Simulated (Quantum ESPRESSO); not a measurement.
# Au in Quantum ESPRESSO: work function with PBE

Aim: the work function of Au with PBE.

All numbers are computed with Quantum ESPRESSO 7.5; they aren't measurements. Logs are shortened: lines on timing, memory, paths and dates and some standing lists are left out, and cuts for length are marked.

**1. The slab as given**

The cell holds a slab with vacuum, 6 atoms: a = 2.900 Å, b = 2.900 Å, c = 27.200 Å, α = 90.00°, β = 90.00°, γ = 120.00°.

**2. Work function, PBE**

The input, pw.in:

```
&CONTROL
  calculation = 'scf'
  prefix = 'pwscf'
  outdir = './tmp'
  pseudo_dir = './pseudo'
  tprnfor = .true.
  disk_io = 'low'
/
&SYSTEM
  ibrav = 0
  nat = 6
  ntyp = 1
  ecutwfc = 76
  nbnd = 73
  occupations = 'smearing'
  smearing = 'fd'
  degauss = 0.00367493
/
&ELECTRONS
  conv_thr = 6d-09
  electron_maxstep = 150
  mixing_beta = 0.3
  mixing_mode = 'local-TF'
/
ATOMIC_SPECIES
Au   196.9666 Au.upf
CELL_PARAMETERS angstrom
   2.8999984105    0.0000000000    0.0000000000
  -1.4499992052    2.5114722944    0.0000000000
   0.0000000000    0.0000000000   27.2000000000
ATOMIC_POSITIONS crystal
Au     0.3333333333    0.6666666666    0.2757352941
Au     0.6666666667    0.3333333334    0.3654411765
Au     0.3333333333    0.6666666666    0.4551470588
Au     0.6666666667    0.3333333334    0.5448529412
Au     0.3333333333    0.6666666666    0.6345588235
Au     0.6666666667    0.3333333334    0.7242647059
K_POINTS automatic
11 11 1 0 0 0
```

The input, pp_density.in:

```
&INPUTPP
  prefix = 'pwscf'
  outdir = './tmp'
  filplot = 'density.dat'
  plot_num = 0
/
&PLOT
  nfile = 1
  filepp(1) = 'density.dat'
  iflag = 3
  output_format = 6
  fileout = 'density.cube'
/
```

The input, pp_potential.in:

```
&INPUTPP
  prefix = 'pwscf'
  outdir = './tmp'
  filplot = 'potential.dat'
  plot_num = 11
/
&PLOT
  nfile = 1
  filepp(1) = 'potential.dat'
  iflag = 3
  output_format = 6
  fileout = 'potential.cube'
/
```

The input, pp_elf.in:

```
&INPUTPP
  prefix = 'pwscf'
  outdir = './tmp'
  filplot = 'elf.dat'
  plot_num = 8
/
&PLOT
  nfile = 1
  filepp(1) = 'elf.dat'
  iflag = 3
  output_format = 6
  fileout = 'elf.cube'
/
```

Potentials or basis: PseudoDojo 0.4.1 SR PBE standard.

Launch:

```bash
> OMP_NUM_THREADS=1 pw.x -in pw.in > pw.out
> OMP_NUM_THREADS=1 pp.x -in pp_density.in > pp_density.out
> OMP_NUM_THREADS=1 pp.x -in pp_potential.in > pp_potential.out
> OMP_NUM_THREADS=1 pp.x -in pp_elf.in > pp_elf.out
```

pw.out:

```text
This program is part of the open-source Quantum ESPRESSO suite
     for quantum simulation of materials; please cite
[... 9 lines left out ...]
     --------------------
     sticks:   dense  smooth     PW     G-vecs:    dense   smooth      PW
     Sum         637     637    187               119625   119625   19097

     Using Slab Decomposition

     bravais-lattice index     =            0
     lattice parameter (alat)  =       5.4802  a.u.
     unit-cell volume          =    1336.8776 (a.u.)^3
     number of atoms/cell      =            6
     number of atomic types    =            1
     number of electrons       =       114.00
     number of Kohn-Sham states=           73
     kinetic-energy cutoff     =      76.0000  Ry
     charge density cutoff     =     304.0000  Ry
     scf convergence threshold =      6.0E-09
     mixing beta               =       0.3000
     number of iterations used =            8  local-TF  mixing
     Exchange-correlation= PBE
                           (   1   4   3   4   0   0   0)

     celldm(1)=   5.480203  celldm(2)=   0.000000  celldm(3)=   0.000000
     celldm(4)=   0.000000  celldm(5)=   0.000000  celldm(6)=   0.000000

     crystal axes: (cart. coord. in units of alat)
               a(1) = (   1.000000   0.000000   0.000000 )
               a(2) = (  -0.500000   0.866025   0.000000 )
               a(3) = (   0.000000   0.000000   9.379315 )

     reciprocal axes: (cart. coord. in units 2 pi/alat)
               b(1) = (  1.000000  0.577350 -0.000000 )
               b(2) = (  0.000000  1.154701  0.000000 )
               b(3) = (  0.000000 -0.000000  0.106618 )

     PseudoPot. # 1 for Au read from file:
     Au.upf
     Pseudo is Norm-conserving + core correction, Zval = 19.0
     Generated using ONCVPSP code by D. R. Hamann
     Using radial grid of 1356 points,  7 beta functions with:
                l(1) =   0
                l(2) =   0
                l(3) =   1
                l(4) =   1
                l(5) =   2
                l(6) =   2
                l(7) =   3

     atomic species   valence    mass     pseudopotential
     Au               19.00   196.96660     Au( 1.00)

     12 Sym. Ops., with inversion, found

   Cartesian axes

     site n.     atom                  positions (alat units)
         1        Au     tau(   1) = (   0.0000000   0.5773503   2.5862083  )
         2        Au     tau(   2) = (   0.5000000   0.2886751   3.4275881  )
         3        Au     tau(   3) = (   0.0000000   0.5773503   4.2689679  )
         4        Au     tau(   4) = (   0.5000000   0.2886751   5.1103476  )
         5        Au     tau(   5) = (   0.0000000   0.5773503   5.9517274  )
         6        Au     tau(   6) = (   0.5000000   0.2886751   6.7931072  )

     number of k points=    16  Fermi-Dirac smearing, width (Ry)=  0.0037
                       cart. coord. in units 2pi/alat
        k(    1) = (   0.0000000   0.0000000   0.0000000), wk =   0.0165289
        k(    2) = (   0.0000000   0.1049728   0.0000000), wk =   0.0991736
        k(    3) = (   0.0000000   0.2099456   0.0000000), wk =   0.0991736
        k(    4) = (   0.0000000   0.3149183   0.0000000), wk =   0.0991736
        k(    5) = (   0.0000000   0.4198911   0.0000000), wk =   0.0991736
        k(    6) = (   0.0000000   0.5248639   0.0000000), wk =   0.0991736
[... 8 lines left out ...]
        k(   15) = (   0.2727273   0.4723775   0.0000000), wk =   0.0991736
        k(   16) = (   0.2727273   0.5773503   0.0000000), wk =   0.0991736

     Dense  grid:   119625 G-vectors     FFT dimensions: (  32,  32, 288)

     Initial potential from superposition of free atoms

     starting charge     113.9993, renormalised to     114.0000

     negative rho (up, down):  3.664E-06 0.000E+00
     Starting wfcs are   60 randomized atomic wfcs +   13 random wfcs

     Self-consistent Calculation

     iteration #  1     ecut=    76.00 Ry     beta= 0.30
     Davidson diagonalization with overlap
     ethr =  1.00E-02,  avg # of iterations =  7.7

     Threshold (ethr) on eigenvalues was too large:
     Diagonalizing with lowered threshold

     Davidson diagonalization with overlap
     ethr =  3.34E-04,  avg # of iterations =  2.1

     negative rho (up, down):  7.885E-04 0.000E+00

     total energy              =   -1778.39308492 Ry
     estimated scf accuracy    <       0.38396482 Ry

     iteration #  2     ecut=    76.00 Ry     beta= 0.30
     Davidson diagonalization with overlap
     ethr =  3.37E-04,  avg # of iterations =  1.2

     negative rho (up, down):  5.416E-03 0.000E+00

     total energy              =   -1778.31842342 Ry
     estimated scf accuracy    <       0.18460883 Ry

     iteration #  3     ecut=    76.00 Ry     beta= 0.30
     Davidson diagonalization with overlap
     ethr =  1.62E-04,  avg # of iterations =  2.4
[... 84 lines left out ...]
     total energy              =   -1778.35083488 Ry
     estimated scf accuracy    <       0.00000005 Ry

     iteration # 13     ecut=    76.00 Ry     beta= 0.30
     Davidson diagonalization with overlap
     ethr =  4.51E-11,  avg # of iterations =  2.0

     total energy              =   -1778.35083501 Ry
     estimated scf accuracy    <       0.00000001 Ry

     iteration # 14     ecut=    76.00 Ry     beta= 0.30
     Davidson diagonalization with overlap
     ethr =  1.11E-11,  avg # of iterations =  2.8

     End of self-consistent calculation

          k = 0.0000 0.0000 0.0000 ( 15041 PWs)   bands (ev):

   -97.3465 -97.3425 -97.2715 -97.2715 -96.9841 -96.9841 -48.7551 -48.6894
   -48.6318 -48.6318 -48.6207 -48.6201 -48.6201 -48.6035 -48.5546 -48.5546
   -48.5545 -48.5545 -48.2921 -48.2921 -48.2921 -48.2921 -48.2672 -48.2672
    -1.1031  -0.5200   0.2400   0.8794   1.2076   1.2223   3.4280   3.4902
     3.6992   3.7107   3.7107   3.7412   3.7412   3.8548   3.8548   3.9547
     3.9547   4.1894   4.1894   4.1962   4.1962   4.2004   4.8663   4.8663
     5.2082   5.2082   5.3594   5.5464   5.5464   5.8143   5.8143   6.0315
     6.0315   6.0479   6.0479   7.3155   8.0269  11.9395  12.8508  13.5361
    13.9498  15.5526  15.8179  18.1797  18.2687  20.8537  21.0521  22.5985
    22.6210

          k = 0.0000 0.1050 0.0000 ( 15019 PWs)   bands (ev):

   -97.3459 -97.3420 -97.2709 -97.2709 -96.9835 -96.9835 -48.7517 -48.6891
   -48.6429 -48.6364 -48.6353 -48.6231 -48.6160 -48.6042 -48.5670 -48.5666
   -48.5577 -48.5576 -48.3045 -48.3045 -48.2953 -48.2953 -48.2660 -48.2660
    -0.8523  -0.2737   0.4844   1.1190   1.4272   1.4542   3.3918   3.4505
     3.5071   3.5999   3.7728   3.7847   3.8215   3.8600   3.8852   4.0065
     4.0562   4.0888   4.1022   4.1780   4.3304   4.3433   4.6628   4.7986
     4.8929   5.1570   5.1650   5.5113   5.5124   5.7039   5.8069   5.8740
     6.0377   6.0690   6.4308   7.8196   8.7420  12.0597  13.0356  13.7405
    14.1199  15.7325  16.0000  18.3715  18.4313  21.0651  21.2539  22.6572
    22.7519
[... 170 lines left out ...]
          k = 0.2727 0.5774 0.0000 ( 14898 PWs)   bands (ev):

   -97.3365 -97.3361 -97.2633 -97.2633 -96.9759 -96.9759 -48.7623 -48.7549
   -48.7338 -48.7178 -48.6966 -48.6930 -48.6651 -48.6630 -48.6439 -48.6410
   -48.6081 -48.6071 -48.4152 -48.4152 -48.3859 -48.3859 -48.2505 -48.2505
     2.3102   2.3872   2.5272   2.6831   2.7310   2.8729   3.0223   3.0551
     3.1420   3.2829   3.4192   3.6510   3.6871   3.7900   3.8730   4.2007
     4.2032   4.5144   4.5292   4.5592   4.6672   4.8873   5.3412   5.6841
     5.7002   5.7876   5.9194   5.9974   6.0591   6.1056  10.2543  10.5132
    10.7355  11.1011  11.4922  11.9654  12.4594  12.7517  12.9680  13.2749
    14.3783  14.5283  14.8901  15.7198  15.8152  15.9774  17.1323  17.4452
    18.4227

     the Fermi energy is     7.9413 ev

!    total energy              =   -1778.35083502 Ry
     estimated scf accuracy    <          5.5E-09 Ry
     smearing contrib. (-TS)   =      -0.00118697 Ry
     internal energy E=F+TS    =   -1778.34964805 Ry

     The total energy is F=E-TS. E is the sum of the following terms:
     one-electron contribution =  -12268.23200418 Ry
     hartree contribution      =    6149.42912069 Ry
     xc contribution           =    -312.55711175 Ry
     ewald contribution        =    4653.01034719 Ry

     convergence has been achieved in  14 iterations

     Forces acting on atoms (cartesian axes, Ry/au):

     atom    1 type  1   force =     0.00000000   -0.00000000   -0.00357865
     atom    2 type  1   force =     0.00000000    0.00000000    0.00366338
     atom    3 type  1   force =     0.00000000   -0.00000000   -0.00071905
     atom    4 type  1   force =     0.00000000    0.00000000    0.00071905
     atom    5 type  1   force =     0.00000000   -0.00000000   -0.00366338
     atom    6 type  1   force =     0.00000000    0.00000000    0.00357865

     Total force =     0.007314     Total SCF correction =     0.000645

=------------------------------------------------------------------------------=
   JOB DONE.
=------------------------------------------------------------------------------=
```

pp_density.out:

```text
This program is part of the open-source Quantum ESPRESSO suite
     for quantum simulation of materials; please cite
         "P. Giannozzi et al., J. Phys.:Condens. Matter 21 395502 (2009);
         "P. Giannozzi et al., J. Phys.:Condens. Matter 29 465901 (2017);
         "P. Giannozzi et al., J. Chem. Phys. 152 154105 (2020);
     in publications or presentations arising from this work. More details at

     IMPORTANT: XC functional enforced from input :
     Exchange-correlation= PBE
                           (   1   4   3   4   0   0   0)
     Any further DFT definition will be discarded
     Please, verify this is what you really want

     G-vector sticks info
     --------------------
     sticks:   dense  smooth     PW     G-vecs:    dense   smooth      PW
     Sum         637     637    187               119625   119625   19097

     Using Slab Decomposition

     Calling punch_plot, plot_num =   0
     Writing data to file  density.dat
     Reading data from file  density.dat

     Writing data to be plotted to file density.cube
     Plot Type: 3D                     Output format: Gaussian cube

=------------------------------------------------------------------------------=
   JOB DONE.
=------------------------------------------------------------------------------=
```

pp_potential.out:

```text
This program is part of the open-source Quantum ESPRESSO suite
     for quantum simulation of materials; please cite
         "P. Giannozzi et al., J. Phys.:Condens. Matter 21 395502 (2009);
         "P. Giannozzi et al., J. Phys.:Condens. Matter 29 465901 (2017);
         "P. Giannozzi et al., J. Chem. Phys. 152 154105 (2020);
     in publications or presentations arising from this work. More details at

     IMPORTANT: XC functional enforced from input :
     Exchange-correlation= PBE
                           (   1   4   3   4   0   0   0)
     Any further DFT definition will be discarded
     Please, verify this is what you really want

     G-vector sticks info
     --------------------
     sticks:   dense  smooth     PW     G-vecs:    dense   smooth      PW
     Sum         637     637    187               119625   119625   19097

     Using Slab Decomposition

     Calling punch_plot, plot_num =  11
     Writing data to file  potential.dat
     Reading data from file  potential.dat

     Writing data to be plotted to file potential.cube
     Plot Type: 3D                     Output format: Gaussian cube

=------------------------------------------------------------------------------=
   JOB DONE.
=------------------------------------------------------------------------------=
```

Wall time 7.9 min (1 thread of Arm Neoverse V1, shared host); peak memory 0.51 GiB.

Results:

```
Free energy                     : -24195.6957 eV
Largest force                   : 0.094 eV/Å
Band gap on the k mesh          : none (metal or under the smearing width)
Work function of the upper face : 5.32 eV
Work function of the lower face : 5.32 eV
```

Forces in eV/Å, atoms in the order of the input:
```
Au   0.000  0.000 -0.092
Au   0.000  0.000  0.094
Au   0.000  0.000 -0.018
Au   0.000  0.000  0.018
Au   0.000  0.000 -0.094
Au   0.000  0.000  0.092
```

The run has no spin-orbit coupling, so splittings on Au are missing.
